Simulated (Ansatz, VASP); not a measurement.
Two plane-wave programs on CoH4

```
CELL_PARAMETERS angstrom
2.96358 0.00000 0.00000
0.00000 2.96358 0.00000
0.00000 0.00000 2.67856
ATOMIC_POSITIONS crystal
Co 0.00000 0.00000 0.00000
H 0.50000 0.50000 0.85009
H 0.50000 0.50000 0.14991
H 0.00000 0.50000 0.50899
H 0.50000 0.00000 0.49101
```

Alike in both runs: functional PBE; k mesh 4 × 4 × 6; occupations gaussian, width 0.1 eV; collinear spin.

Ansatz relaxed the structure, and its values are those at the end. VASP's run is a single point on that final structure, the one shown.

|  | VASP | Ansatz |
| --- | --- | --- |
| version | VASP 6.6.1 | Ansatz 0.2.0 |
| potentials or method | VASP PAW PBE potentials, release 64 (Co, H) | scalar-relativistic, plane waves, PAW |
| plane-wave cutoff (eV) | 520 | 420 |
| valence electrons in the cell | 13 | 21 |

|  | VASP | Ansatz | Ansatz less VASP |
| --- | --- | --- | --- |
| gap on the k mesh at the Fermi level (eV) | none | none | - |
| pressure (GPa) | -0.7 | -0.2 | +0.44 |
| rms of the force components (eV/Å) | 0.008 | 0.008 | -0.0001 |
| net moment per atom (μB) | 0.24 | 0.24 | 0.000 |
| size of the moment on the site where the two differ most (μB) | 1.13 | 1.08 | -0.050 |

Site moments also hang on the region over which each program counts them. A gap of «none» marks a metal or a gap that the smearing closes. The functional is the same, so the differences come from potentials, cutoffs and numerics. The two sets of potentials don't hold the same shells in valence.

Caveats: the k mesh is coarse (spacing up to 0.53 Å⁻¹), so the values aren't converged.
